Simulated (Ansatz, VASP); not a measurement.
Two plane-wave programs on CuAu

The input INCAR:

```
PREC = Accurate
ENCUT = 520
EDIFF = 1E-6
ISMEAR = 0
SIGMA = 0.1
LREAL = F
LASPH = T
NELM = 100
ALGO = Normal
ISIF = 2
LWAVE = F
LCHARG = T
GGA = PE
LELF = T
LVHAR = T
NBANDS = 18
```

KPOINTS

```
regular mesh
0
Gamma
  14 14 10
```

POSCAR

```
CuAu
1.0
    2.7489560000     -0.0016520000      0.0000000000
   -0.0016520000      2.7130600000      0.0000000000
    0.0000000000      0.0000000000      3.6191338000
Cu Au
1 1
Direct
    0.5000000000      0.5000000000      0.5000000000
    0.0000000000      0.0000000000      0.0000000000
```

Input for Ansatz:

```yaml
crystal:
  lattice:
    - [2.748956, -0.001652, 0.0]
    - [-0.001652, 2.71306, 0.0]
    - [0.0, 0.0, 3.6191338]
  atoms:
    - { symbol: Cu, position: [0.5, 0.5, 0.5] }
    - { symbol: Au, position: [0.0, 0.0, 0.0] }
basis:
  ecutwfc: 420
kpoints:
  mp_grid: { grid: [14, 14, 10] }
hamiltonian:
  xc: pbe
scf:
  occupations: { method: gaussian, width: 0.1 }
output:
  forces: true
  stress: true
  eigenvalues: true
```

Alike in both runs: task single point; functional PBE; k mesh 14 × 14 × 10; occupations gaussian, width 0.1 eV; no spin polarisation.

|  | VASP | Ansatz |
| --- | --- | --- |
| version | VASP 6.6.1 | Ansatz 0.2.0 |
| potentials or method | VASP PAW PBE potentials, release 64 (Cu, Au) | scalar-relativistic, plane waves, PAW |
| plane-wave cutoff (eV) | 520 | 420 |
| valence electrons in the cell | 22 | 38 |

Ansatz gave:

```
gap on the k mesh at the Fermi level (eV)       : none
pressure (GPa)                                  : 20.2
largest component of the traceless stress (GPa) : 1.79
```

Task: Estimate VASP's values.

Result: gap on the k mesh at the Fermi level (eV): none; pressure (GPa): 20.1; largest component of the traceless stress (GPa): 1.72.

A gap of «none» marks a metal or a gap that the smearing closes. The two sets of potentials don't hold the same shells in valence.

Caveats: so large a pressure means that the cell lies far from this level's equilibrium, or that cutoff or potentials fall short (VASP). The runs have no spin-orbit coupling, so splittings on Au are missing.
